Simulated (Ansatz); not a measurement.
Input of an Ansatz 0.2.0 run:

Contents of input.yaml:

```yaml
crystal:
  lattice:
    - [1.9815661262, 1.1440577364, 6.6610334788]
    - [-1.9815661262, 1.1440577364, 6.6610334788]
    - [0.0, -2.2881154728, 6.6610334788]
  atoms:
    - { symbol: Pt, position: [0.1296666667, 0.1296666667, 0.1296666667] }
    - { symbol: Pt, position: [0.8703333333, 0.8703333333, 0.8703333333] }
    - { symbol: Te, position: [0.402, 0.402, 0.402] }
    - { symbol: Te, position: [0.598, 0.598, 0.598] }
kpoints:
  mp_grid: { grid: [8, 8, 8] }
  band_path:
    path:
      - [0.0, 0.0, 0.0]
      - [0.5, 0.0, 0.0]
      - [0.5, 0.1863329093, -0.1863329093]
    npoints: 6
scf:
  occupations: { method: fermi_dirac, width: 0.05 }
hamiltonian:
  xc: pbesol
  pseudopotentials: { kind: all_electron, lapw: { basis_error: 0.002 } }
output:
  forces: true
  stress: true
  eigenvalues: true
```

Potentials or basis: all-electron LAPW, scalar-relativistic.

Launch:

```sh
$ ansatz run input.yaml --threads 2 --pin off --max-ram 8192MiB --backend cpu --events-out ev --progress --plain --runs-dir out
```

**Question.** What does it give for the band gap along the path?

**Answer.** None (metal or under the smearing width).

**Question.** Estimate the largest force.

**Answer.** 0.193 eV/Å.

Forces on the atoms (eV/Å):
```
Pt   0.000  0.000  0.193
Pt   0.000  0.000 -0.193
Te   0.000  0.000 -0.086
Te   0.000  0.000  0.086
```

Caveat: spin-orbit coupling is left out, which moves the levels of the heavy elements.
